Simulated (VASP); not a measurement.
Al:

```
Al
1.0
     0.00000    2.02481    2.02481
     2.02481    0.00000    2.02481
     2.02481    2.02481    0.00000
Al
1
Cartesian
  0.0000 0.0000 0.0000
```

```yaml
Program: VASP 6.6.1
Task: relaxation of cell and atoms
Functional: RPBE
Dispersion: D3(BJ)
Potentials_or_basis: VASP PAW PBE potentials, release 64 (Al)
Cutoff: 600 eV
k_mesh: 11 × 11 × 11
Occupations: fermi-dirac, width 0.05 eV
Spin: no spin polarisation
```

At the start: pressure -19.3 GPa; volume 16.60 Å³/atom.

Task: Where does the relaxation end?

Result: Over 3 steps the energy falls by 225.7 meV/atom and the volume is 13.48 Å³/atom (-18.8 %); space group Fm-3m (No. 225, to 0.05 Å).

Step by step:
| step | energy change (eV) | largest force (eV/Å) | pressure (GPa) | volume (Å³) |
| --- | --- | --- | --- | --- |
| 1 | 0.0000 | 0.0000 | -19.31 | 16.60 |
| 2 | -0.1680 | 0.0000 | 16.29 | 12.24 |
| 3 | -0.2257 | 0.0000 | -0.09 | 13.48 |

Final structure:
```
CELL_PARAMETERS angstrom
0.00000 1.88884 1.88884
1.88884 0.00000 1.88884
1.88884 1.88884 0.00000
ATOMIC_POSITIONS crystal
Al 0.00000 0.00000 0.00000
```

The cell as given is a measured one (16.60 Å³/atom); RPBE+D3(BJ) puts the equilibrium volume -18.8 % from it, thermal expansion not counted.

Caveat: the volume moved by over 15 % at a fixed basis, so the end points are rough; the PAW data sets were made with another functional, which shifts forces and pressure a little; the volume moved by -19 % from the deposited cell, more than functionals usually miss; pairwise dispersion overbinds metals, which lowers pressure and volume.
